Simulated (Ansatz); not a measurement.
The system is MgTe.

```xyz
2
Lattice="0.0000 3.2320 3.2320 3.2320 0.0000 3.2320 3.2320 3.2320 0.0000" Properties=species:S:1:pos:R:3 pbc="T T T"
Te    1.6160    1.6160    1.6160
Mg    0.0000    0.0000    0.0000
```

The cell comes from a database or a generator and needn't be the stable form of this composition.

Base run:

```yaml
Program: Ansatz 0.2.0
Functional: BLYP
Potentials_or_basis: Ansatz PAW
Cutoff: "420 eV (not typed: the program's choice for these potentials)"
k_mesh: 7 × 7 × 7
Occupations: fermi-dirac, width 0.05 eV
Spin: no spin polarisation
```

Its results: band gap on the k mesh 2.50 eV, direct; pressure 2.0 GPa.

Q: The run is repeated on the same cell with these changes: functional from BLYP to PBE; occupations from fermi-dirac, width 0.05 eV to gaussian, width 0.012 eV. What comes out?

A: Band gap on the k mesh 2.42 eV, direct; pressure 0.7 GPa.

Caveats: spin-orbit coupling is left out, which moves the levels of the heavy elements; the PAW data sets come from PBE, with cores solved anew for the run's functional, which leaves a small shift of forces and pressure (some runs); odd divisions of the mesh miss points on the zone boundary, where band edges often lie, so the gap on the mesh can be too wide (some runs).
